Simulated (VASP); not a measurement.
# WS2 (R3m) in VASP: further runs, part 2 of 2

VASP 6.6.1.

**5. Single point, HSE06**

POSCAR

```
WS2
1.0
    1.5790000000      0.9116360751      6.1633333333
   -1.5790000000      0.9116360751      6.1633333333
    0.0000000000     -1.8232721501      6.1633333333
W S
1 2
Direct
    0.0000000000      0.0000000000      0.0000000000
    0.5810000000      0.5810000000      0.5810000000
    0.7503000000      0.7503000000      0.7503000000
```

INCAR.step1

```
PREC     = Accurate       # precision mode
ENCUT    = 350            # plane-wave cutoff, eV
EDIFF    = 1E-5           # SCF threshold, eV
ISMEAR   = 0              # smearing method
SIGMA    = 0.01           # smearing width, eV
LREAL    = F              # projectors in reciprocal space
LASPH    = T              # aspherical terms in the spheres
NELM     = 100            # most SCF steps
ALGO     = Normal         # electronic algorithm
ISIF     = 2              # what is computed and relaxed
LWAVE    = T              # write WAVECAR
LCHARG   = F              # write CHGCAR
NBANDS   = 21             # bands
NKRED    = 1            
GGA      = PE             # functional
```

INCAR.step2

```
PREC     = Accurate       # precision mode
ENCUT    = 350            # plane-wave cutoff, eV
EDIFF    = 1E-6           # SCF threshold, eV
ISMEAR   = 0              # smearing method
SIGMA    = 0.01           # smearing width, eV
LREAL    = F              # projectors in reciprocal space
LASPH    = T              # aspherical terms in the spheres
NELM     = 100            # most SCF steps
ALGO     = Normal         # electronic algorithm
ISIF     = 2              # what is computed and relaxed
LWAVE    = F              # write WAVECAR
LCHARG   = F              # write CHGCAR
GGA      = PE             # functional
LHFCALC  = T              # exact exchange
HFSCREEN = 0.2            # screening, 1/A
PRECFOCK = Fast         
NBANDS   = 21             # bands
NKRED    = 1            
ISTART   = 1
```

KPOINTS

```
regular mesh
0
Gamma
  4 4 4
```

Potentials or basis: VASP PAW PBE potentials, release 64 (W_sv, S).

The run is started by

```sh
$ cat potpaw_PBE.64/W_sv/POTCAR potpaw_PBE.64/S/POTCAR > POTCAR
$ cp INCAR.step1 INCAR
$ mpirun -np 1 vasp_std > vasp.out
$ cp INCAR.step2 INCAR
$ mpirun -np 1 vasp_std > vasp.out
```

OUTCAR:

```text
PREC = Accurate
   ENCUT = 350
   EDIFF = 1E-6
   ISMEAR = 0
   LREAL = F
   LASPH = T
   NELM = 100
   ISIF = 2
   GGA = PE
   LHFCALC = T
   HFSCREEN = 0.2
   PRECFOCK = Fast
   NKRED = 1
   ISTART = 1

 Found     13 irreducible k-points:

 Following reciprocal coordinates:
            Coordinates               Weight
  0.000000  0.000000  0.000000      1.000000
[... 231 lines left out ...]
 [... further k-points ...]

------------------------ aborting loop because EDIFF is reached ----------------------------------------

  FORCE on cell =-STRESS in cart. coord.  units (eV):
  Direction    XX          YY          ZZ          XY          YZ          ZX
  --------------------------------------------------------------------------------------
  -------------------------------------------------------------------------------------
  Total       -0.3413513     -0.3413513     -0.3569692      0.0000000     -0.0000000      0.0000000
  in kB      -10.2740497    -10.2740497    -10.7441197      0.0000000     -0.0000000      0.0000000
  external PRESSURE =     -10.4307397 kB  Pullay stress =       0.0000000 kB

 VOLUME and BASIS-vectors are now :
 -----------------------------------------------------------------------------
  energy-cutoff  :      350.00
  volume of cell :       53.23
      direct lattice vectors                 reciprocal lattice vectors
     1.579000000  0.911636075  6.163333333     0.316656111  0.182821491  0.054083288
    -1.579000000  0.911636075  6.163333333    -0.316656111  0.182821491  0.054083288
     0.000000000 -1.823272150  6.163333333     0.000000000 -0.365642982  0.054083288

 POSITION                                       TOTAL-FORCE (eV/Angst)
 -----------------------------------------------------------------------------------
      0.00000      0.00000      0.00000         0.000000     -0.000000     -0.636407
      0.00000      0.00000     10.74269         0.000000      0.000000      0.738377
      0.00000      0.00000     13.87305         0.000000     -0.000000     -0.101970
 -----------------------------------------------------------------------------------
    total drift:                               -0.000007     -0.000009     -0.000080

  FREE ENERGIE OF THE ION-ELECTRON SYSTEM (eV)
  ---------------------------------------------------
  free  energy   TOTEN  =       -28.2038595539 eV

  energy  without entropy=      -28.2038595539  energy(sigma->0) =      -28.20385955
```

OUTCAR.step1:

```text
PREC = Accurate
   ENCUT = 350
   EDIFF = 1E-5
   ISMEAR = 0
   LREAL = F
[... 257 lines left out ...]
      0.00000      0.00000      0.00000         0.000000     -0.000000     -0.599285
      0.00000      0.00000     10.74269         0.000000      0.000000      0.159025
      0.00000      0.00000     13.87305         0.000000      0.000000      0.440261
 -----------------------------------------------------------------------------------
    total drift:                                0.000000     -0.000000     -0.000198

  FREE ENERGIE OF THE ION-ELECTRON SYSTEM (eV)
  ---------------------------------------------------
  free  energy   TOTEN  =       -23.6566520245 eV

  energy  without entropy=      -23.6566520245  energy(sigma->0) =      -23.65665202
```

OSZICAR.step1:

```text
N       E                     dE             d eps       ncg     rms          rms(c)
DAV:   1     0.163828126188E+03    0.16383E+03   -0.10138E+04   546   0.921E+02
DAV:   2    -0.170553670766E+02   -0.18088E+03   -0.17529E+03   641   0.281E+02
DAV:   3    -0.248722354617E+02   -0.78169E+01   -0.77452E+01   687   0.584E+01
DAV:   4    -0.249749751741E+02   -0.10274E+00   -0.10270E+00   616   0.732E+00
DAV:   5    -0.249768481926E+02   -0.18730E-02   -0.18729E-02   714   0.101E+00    0.273E+01
DAV:   6    -0.238322221597E+02    0.11446E+01   -0.55441E+00   591   0.158E+01    0.112E+01
DAV:   7    -0.237029136852E+02    0.12931E+00   -0.11752E+00   576   0.617E+00    0.567E+00
DAV:   8    -0.236578134878E+02    0.45100E-01   -0.23751E-01   636   0.322E+00    0.129E+00
DAV:   9    -0.236568017853E+02    0.10117E-02   -0.10978E-02   626   0.702E-01    0.546E-01
DAV:  10    -0.236566686963E+02    0.13309E-03   -0.35236E-03   637   0.385E-01    0.978E-02
DAV:  11    -0.236566309364E+02    0.37760E-04   -0.44473E-04   626   0.131E-01    0.605E-02
DAV:  12    -0.236566486940E+02   -0.17758E-04   -0.62805E-05   641   0.569E-02    0.923E-03
DAV:  13    -0.236566520245E+02   -0.33305E-05   -0.91875E-06   439   0.219E-02
   1 F= -.23656652E+02 E0= -.23656652E+02  d E =-.184325E-64
```

Wall time 13 min (1 thread of Intel Xeon 6975P-C (Granite Rapids), shared host); peak memory 0.33 GiB.

These settings aren't checked as converged: the numbers below hold their error.

Results:

- Free energy: -28.2039 eV
- Pressure: -1.0 GPa
- Largest force: 0.738 eV/Å
- Band gap on the k mesh: 1.96 eV, indirect (least direct gap 3.00 eV)

Caveat: the k mesh is coarse (spacing up to 0.58 Å⁻¹), so the values aren't converged, least of all with exact exchange; the PAW data sets were made with another functional, which shifts forces and pressure a little; spin-orbit coupling is left out, which moves the levels of the heavy elements.
